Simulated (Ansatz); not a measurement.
A 2-atom cell of NaI started from a crystallographic database, relaxed with r2SCAN in the PAW code Ansatz. Space group Fm-3m (No. 225), cubic; a = 6.459 Å in the conventional setting, 33.69 Å³ an atom. Na is surrounded by 6 I at 3.23 Å; I is surrounded by 6 Na at 3.23 Å.

The axes x, y and z are those of this cell:
```
Na I
1.0
     0.00000    3.22963    3.22963
     3.22963    0.00000    3.22963
     3.22963    3.22963    0.00000
Na I
1 1
Direct
  0.00000 0.00000 0.00000
  0.50000 0.50000 0.50000
```

Unstrained: PBE gives a direct gap of 3.661 eV at Γ. With r2SCAN the gap is 4.449 eV and direct, at Γ. With HSE06 the gap is 4.692 eV and direct, at Γ. Meshes: PBE 8×8×8, r2SCAN 8×8×8, HSE06 6×6×6. Strains are changes of length per length. After each strain the atoms were relaxed again with r2SCAN within the symmetry that the strain leaves, so tilts or polar shifts that break it weren't tested; points keep the names that they have in the unstrained zone. Spin-unpolarised throughout; all numbers are computed.

Problem. Estimate what uniaxial +5.19 % along x, other directions held does to the gap.

Solution. PBE: the gap goes from 3.661 to 3.504 eV (-0.157 eV); with r2SCAN the top three valence levels at Γ, degenerate before, become 1+2 from the top over 49 meV. r2SCAN: the gap goes from 4.449 to 4.272 eV (-0.177 eV). HSE06: the gap goes from 4.692 to 4.523 eV (-0.169 eV). The r2SCAN energy rises by 7.9 meV an atom.

Problem. Apply biaxial -2.05 % in x and y, z held. How far does the gap move, against the unstrained cell?

Solution. PBE: the gap goes from 3.661 to 3.763 eV (+0.102 eV); with r2SCAN the top three valence levels at Γ, degenerate before, become 1+2 from the top over 21 meV. r2SCAN: the gap goes from 4.449 to 4.568 eV (+0.119 eV). HSE06: the gap goes from 4.692 to 4.802 eV (+0.110 eV). The r2SCAN energy rises by 4.3 meV an atom.

Problem. Estimate what isotropic +5.45 % on every length does to the gap.

Solution. PBE: the gap goes from 3.661 to 3.286 eV (-0.375 eV). r2SCAN: the gap goes from 4.449 to 4.019 eV (-0.430 eV). HSE06: the gap goes from 4.692 to 4.283 eV (-0.409 eV). The r2SCAN energy rises by 39.2 meV an atom.

Problem. Estimate what isotropic +1.69 % on every length does to the gap.

Solution. PBE: the gap goes from 3.661 to 3.532 eV (-0.129 eV). r2SCAN: the gap goes from 4.449 to 4.300 eV (-0.149 eV). HSE06: the gap goes from 4.692 to 4.551 eV (-0.141 eV). The r2SCAN energy rises by 4.2 meV an atom.

No spin-orbit coupling is included; it can move band edges with weight on the heavy atoms by tenths of an eV.

The meshes of the hybrids are coarse, so their gaps aren't converged to the digits shown.

The splittings at Γ are without spin-orbit coupling, which regroups them where it is of like size or larger.
